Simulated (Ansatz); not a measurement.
# W: equation of state with PBE

The system is W.

```
W
1.0
    -1.58234    1.58234    1.58234
     1.58234   -1.58234    1.58234
     1.58234    1.58234   -1.58234
W
1
Direct
  0.00000 0.00000 0.00000
```

* Program: Ansatz 0.2.0
* Task: equation of state
* Functional: PBE
* Potentials or basis: Ansatz PAW earlier set
* Cutoff: 760 eV
* Density cutoff: 3040 eV
* k mesh: 12 × 12 × 12
* Occupations: fermi-dirac, width 0.05 eV
* Spin: no spin polarisation

```yaml
Equilibrium_volume: 16.16 Å³/atom
Bulk_modulus: 299 GPa
Pressure_derivative_of_the_bulk_modulus: 3.8
```

Energy against volume, from the lowest point:
```
volume (Å³/atom)  energy (meV/atom)
          14.897             104.42
          15.214              56.57
          15.531              24.13
          15.848               5.70
          16.165               0.00
          16.482               5.89
          16.798              22.33
```

All runs of the series together: 21 s on 2 threads of Arm Neoverse N1, with other jobs on the host.

Spin-orbit coupling is left out, which matters for the levels of W. PBE usually gives volumes a little too large and moduli too small.
